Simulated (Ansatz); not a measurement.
Runs of Ansatz 0.2.0 on RbCl. It takes space group Fm-3m (No. 225, cubic). Conventional cell: a = 6.548 Å, b = 6.548 Å, c = 6.548 Å, α = 90.00°, β = 90.00°, γ = 90.00°. Around Rb (site symmetry m-3m) lie 6 Cl at 3.27 Å. Cl (site symmetry m-3m) has 6 Rb at 3.27 Å as nearest neighbours. 

| cell | gap on the mesh (eV) | pressure (GPa) |
| --- | --- | --- |
| relaxed to 10 GPa | 5.62 | 10.0 |
| relaxed to 5 GPa | 5.51 | 5.0 |
| relaxed to 30 GPa | (b) | 30.0 |
| relaxed to 20 GPa | (a) | 20.0 |
| relaxed | 4.89 | 0.0 |

Alike in all rows: task relaxation of cell and atoms; level PBEsol; potentials or basis all-electron LAPW, scalar-relativistic; no spin polarisation; k mesh 7 × 7 × 7; smearing fermi-dirac 0.05 eV; basis error allowed 0.001 eV/atom.

Question: Fill in the values left out.

Answer: (a) 5.12; (b) 4.56.

Caveats: an odd mesh through Γ misses points on the zone boundary, where band edges often lie.

A k mesh can miss the band edges, and the runs leave out spin-orbit coupling on Rb.
